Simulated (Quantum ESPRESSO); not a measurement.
## Ta: equation of state with PBE+D3(BJ)

**Measured values to compare with.**

“Pressure effects on the electronic structure and superconductivity of (TaNb)0.67(HfZrTi)0.33 high entropy alloy”, 2019, arxiv:1910.08312 quotes, for a bulk crystal of Ta: bulk modulus 194 GPa.

Ta:

```
CELL_PARAMETERS angstrom
-1.65128 1.65128 1.65128
1.65128 -1.65128 1.65128
1.65128 1.65128 -1.65128
ATOMIC_POSITIONS crystal
Ta 0.00000 0.00000 0.00000
```

```yaml
Program: Quantum ESPRESSO 7.5
Task: equation of state
Functional: PBE
Dispersion: D3(BJ)
Potentials_or_basis: PseudoDojo 0.4.1 SR PBE standard
Cutoff: 789 eV
Density_cutoff: 3157 eV
k_mesh: 11 × 11 × 11
Occupations: fermi-dirac, width 0.05 eV
Spin: no spin polarisation
Mixing_beta: 0.5
Most_SCF_iterations: 120
SCF_threshold: 2e-10 Ry
```

| Quantity | Value |
| --- | --- |
| Equilibrium volume | 17.80 Å³/atom |
| Bulk modulus | 208 GPa |
| Pressure derivative of the bulk modulus | 4.4 |

Energy against volume, from the lowest point:
```csv
volume (Å³/atom),energy (meV/atom)
16.930,29.39
17.290,9.13
17.650,0.00
18.010,0.78
18.371,10.39
18.731,27.98
19.091,52.77
```

All runs of the series together: 43 s on 1 thread of Intel(R) Xeon(R) Platinum 8375C CPU @ 2.90GHz (Ice Lake), with other jobs on the host.

Measured bulk modulus of Ta: 194 GPa (quoted in “Pressure effects on the electronic structure and superconductivity of (TaNb)0.67(HfZrTi)0.33 high entropy alloy”, 2019, arxiv:1910.08312). This calculation gives 208 GPa (+7.2 %). The fit is for a static lattice scaled at fixed shape and fixed fractional positions.

Spin-orbit coupling is left out, which matters for the levels of Ta.
